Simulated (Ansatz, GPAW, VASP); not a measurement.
Ag: programs and potentials compared

```
CELL_PARAMETERS angstrom
0.00000 2.04275 2.04275
2.04275 0.00000 2.04275
2.04275 2.04275 0.00000
ATOMIC_POSITIONS crystal
Ag 0.00000 0.00000 0.00000
```

Alike in all runs: task single point; functional PBE; k mesh 11 × 11 × 11; occupations gaussian, width 0.017 eV; no spin polarisation; no spin-orbit coupling. Pressure is positive in compression and, in plane waves, holds the error of the finite cutoff, which Ansatz's Pulay term estimates and takes out.

| program and potentials | plane-wave cutoff (eV) | notes | pressure (GPa) |
| --- | --- | --- | --- |
| Ansatz, Ansatz PAW | 420 | 19 valence electrons an atom on average; Pulay term of +0.07 GPa included | 4.27 |
| GPAW, GPAW PAW data sets (gpaw-data 1.2.1) | 600 | 17 valence electrons an atom on average | ? |
| Ansatz, all-electron LAPW, scalar-relativistic | - | - | 4.25 |
| VASP, PBE PAW files Ag, 520 eV | 520 | 11 valence electrons an atom on average | 4.10 |

Task: Estimate from the other rows what the run with GPAW, GPAW PAW data sets (gpaw-data 1.2.1) gave.

Result: Pressure 4.20 GPa. The other rows, which needn't bracket it: pressure 4.10 to 4.27.
